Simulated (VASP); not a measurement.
# ZnO (Pm-3m) in VASP: further runs, part 2 of 2

VASP 6.6.1. The steps go on from the part before.

**3. Single point, PBEsol**

This run uses another cell than the first one, of 9.26 Å³/atom, 1.060 times its volume.

Input file INCAR:

```
PREC     = Accurate       # precision mode
ENCUT    = 520            # plane-wave cutoff, eV
EDIFF    = 1E-6           # SCF threshold, eV
ISMEAR   = 0              # smearing method
SIGMA    = 0.05           # smearing width, eV
LREAL    = F              # projectors in reciprocal space
LASPH    = T              # aspherical terms in the spheres
NELM     = 60             # most SCF steps
ALGO     = Fast           # electronic algorithm
ISIF     = 2              # what is computed and relaxed
LWAVE    = F              # write WAVECAR
LCHARG   = T              # write CHGCAR
GGA      = PS             # functional
LELF     = T              # ELF
LVHAR    = T            
NBANDS   = 16             # bands
```

Input file KPOINTS:

```
regular mesh
0
Gamma
  6 6 6
```

Input file POSCAR:

```
ZnO
1.0
    2.6454018450      0.0000000000      0.0000000000
    0.0000000000      2.6454018450      0.0000000000
    0.0000000000      0.0000000000      2.6454018450
Zn O
1 1
Direct
    0.0000000000      0.0000000000      0.0000000000
    0.5000000000      0.5000000000      0.5000000000
```

Potentials or basis: VASP PAW PBE potentials, release 64 (Zn, O).

On the command line:

```console
$ cat potpaw_PBE.64/Zn/POTCAR potpaw_PBE.64/O/POTCAR > POTCAR
$ mpirun -np 1 vasp_std > vasp.out
```

OUTCAR:

```text
PREC = Accurate
   ENCUT = 520
   EDIFF = 1E-6
   ISMEAR = 0
   LREAL = F
   LASPH = T
   NELM = 60
   ISIF = 2
   GGA = PS

 ion  position               nearest neighbor table
   1  0.000  0.000  0.000-   2 2.29   2 2.29   2 2.29   2 2.29   2 2.29   2 2.29   2 2.29   2 2.29

   2  0.500  0.500  0.500-   1 2.29   1 2.29   1 2.29   1 2.29   1 2.29   1 2.29   1 2.29   1 2.29

  LATTYP: Found a simple cubic cell.
 ALAT       =     2.6454018450

  Lattice vectors:

 A1 = (   2.6454018450,   0.0000000000,   0.0000000000)
 A2 = (   0.0000000000,   2.6454018450,   0.0000000000)
 A3 = (   0.0000000000,   0.0000000000,   2.6454018450)

Analysis of symmetry for initial positions (statically):
=====================================================================
 Subroutine PRICEL returns:
 Original cell was already a primitive cell.

 Routine SETGRP: Setting up the symmetry group for a
 simple cubic supercell.

 Subroutine GETGRP returns: Found 48 space group operations
 (whereof 48 operations were pure point group operations)
 out of a pool of 48 trial point group operations.

[... 156 lines left out ...]
  free energy    TOTEN  =        -8.35432496 eV

  energy without entropy =       -8.35377197  energy(sigma->0) =       -8.35404847

 E-fermi :   3.4880     XC(G=0): -13.0074

 val. band max:        3.4510271371   @ k =   0.5000   0.0000   0.0000
 cond. band min:       4.8925687454   @ k =   0.1667   0.0000   0.0000
 fundamental gap:      1.4415416083
 Fermi energy:         3.4880072009

 k-point     1 :       0.0000    0.0000    0.0000
  band No.  band energies     occupation
      1     -15.3799      2.00000
      2      -3.1072      2.00000
      3      -3.1072      2.00000
      4      -1.8862      2.00000
      5      -1.8862      2.00000
      6      -1.8862      2.00000
[... 357 lines left out ...]
      3      -3.9148      2.00000
      4      -3.9148      2.00000
      5      -1.5924      2.00000
      6      -1.5924      2.00000
[... 8 lines left out ...]
     15      24.6494      0.00000
     16      24.6494      0.00000

------------------------ aborting loop because EDIFF is reached ----------------------------------------

  FORCE on cell =-STRESS in cart. coord.  units (eV):
  Direction    XX          YY          ZZ          XY          YZ          ZX
  --------------------------------------------------------------------------------------
  -------------------------------------------------------------------------------------
  Total        0.1561549      0.1561549      0.1561549      0.0000000      0.0000000     -0.0000000
  in kB       13.5142260     13.5142260     13.5142260      0.0000000      0.0000000     -0.0000000
  external PRESSURE =      13.5142260 kB  Pullay stress =       0.0000000 kB

 VOLUME and BASIS-vectors are now :
 -----------------------------------------------------------------------------
  energy-cutoff  :      520.00
  volume of cell :       18.51
      direct lattice vectors                 reciprocal lattice vectors
     2.645401845  0.000000000  0.000000000     0.378014403  0.000000000  0.000000000
     0.000000000  2.645401845  0.000000000     0.000000000  0.378014403  0.000000000
     0.000000000  0.000000000  2.645401845     0.000000000  0.000000000  0.378014403

 POSITION                                       TOTAL-FORCE (eV/Angst)
 -----------------------------------------------------------------------------------
      0.00000      0.00000      0.00000         0.000000      0.000000      0.000000
      1.32270      1.32270      1.32270         0.000000      0.000000      0.000000
 -----------------------------------------------------------------------------------
    total drift:                                0.000000      0.000000      0.000000

  FREE ENERGIE OF THE ION-ELECTRON SYSTEM (eV)
  ---------------------------------------------------
  free  energy   TOTEN  =        -8.3543249634 eV

  energy  without entropy=       -8.3537719744  energy(sigma->0) =       -8.35404847
```

OSZICAR:

```text
N       E                     dE             d eps       ncg     rms          rms(c)
DAV:   1     0.814131944948E+02    0.81413E+02   -0.96183E+03   696   0.171E+03
DAV:   2    -0.596706264543E+01   -0.87380E+02   -0.77491E+02   704   0.286E+02
DAV:   3    -0.988958821241E+01   -0.39225E+01   -0.39062E+01   720   0.592E+01
DAV:   4    -0.990571901039E+01   -0.16131E-01   -0.16130E-01   720   0.372E+00
DAV:   5    -0.990576213232E+01   -0.43122E-04   -0.43122E-04   768   0.188E-01    0.813E+00
RMM:   6    -0.847205648901E+01    0.14337E+01   -0.20409E+00   724   0.111E+01    0.645E+00
RMM:   7    -0.838571339709E+01    0.86343E-01   -0.15276E-01   747   0.466E+00    0.301E+00
RMM:   8    -0.835589184534E+01    0.29822E-01   -0.29357E-02   733   0.155E+00    0.868E-01
RMM:   9    -0.835448781534E+01    0.14040E-02   -0.58892E-03   730   0.969E-01    0.114E-01
RMM:  10    -0.835449323943E+01   -0.54241E-05   -0.40073E-04   754   0.239E-01    0.115E-01
RMM:  11    -0.835449091982E+01    0.23196E-05   -0.12870E-04   748   0.135E-01    0.139E-01
RMM:  12    -0.835476551207E+01   -0.27459E-03   -0.16795E-04   737   0.143E-01    0.289E-01
RMM:  13    -0.835555374985E+01   -0.78824E-03   -0.53216E-04   796   0.242E-01    0.439E-01
RMM:  14    -0.835486706398E+01    0.68669E-03   -0.31139E-04   745   0.201E-01    0.289E-01
RMM:  15    -0.835440745933E+01    0.45960E-03   -0.58792E-04   791   0.253E-01    0.119E-01
RMM:  16    -0.835432748309E+01    0.79976E-04   -0.17174E-04   729   0.142E-01    0.242E-02
RMM:  17    -0.835432497352E+01    0.25096E-05   -0.19870E-05   726   0.451E-02    0.713E-03
RMM:  18    -0.835432496344E+01    0.10076E-07   -0.95432E-07   401   0.109E-02
   1 F= -.83543250E+01 E0= -.83540485E+01  d E =-.552989E-03
```

It took 4.2 s on 1 thread of Intel Xeon 6975P-C (Granite Rapids), shared host; peak memory 0.12 GiB.

What came out:

- Free energy: -8.3543 eV
- Pressure: 1.4 GPa
- Band gap on the k mesh: none (metal or under the smearing width)

Caveat: the k mesh is coarse (spacing up to 0.40 Å⁻¹), so the values aren't converged; the PAW data sets were made with another functional, which shifts forces and pressure a little.
